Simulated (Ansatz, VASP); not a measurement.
**Two plane-wave programs on HfC**

```xyz
2
Lattice="0.0000 2.2783 2.2783 2.2783 0.0000 2.2783 2.2783 2.2783 0.0000" Properties=species:S:1:pos:R:3 pbc="T T T"
Hf    2.2783    2.2783    2.2783
C     0.0000    0.0000    0.0000
```

Alike in both runs: task single point; functional PBE; k mesh 16 × 16 × 16; occupations gaussian, width 0.1 eV; no spin polarisation.

|  | VASP | Ansatz |
| --- | --- | --- |
| version | VASP 6.6.1 | Ansatz 0.2.0 |
| potentials or method | VASP PAW PBE potentials, release 64 (Hf_pv, C) | scalar-relativistic, plane waves, PAW |
| plane-wave cutoff (eV) | 520 | 420 |
| valence electrons in the cell | 14 | 30 |

VASP gave:

* gap on the k mesh at the Fermi level (eV): none
* pressure (GPa): 15.9

Problem. What did Ansatz give for the same quantities?

Solution. gap on the k mesh at the Fermi level (eV): none; pressure (GPa): 16.3.

A gap of «none» marks a metal or a gap that the smearing closes. With one functional, cell and mesh, what is left measures potentials, basis and numerics. The two sets of potentials don't hold the same shells in valence.

Caveats: so large a pressure means that the cell lies far from this level's equilibrium, or that cutoff or potentials fall short (VASP). Spin-orbit coupling is left out, which matters for the levels of Hf.
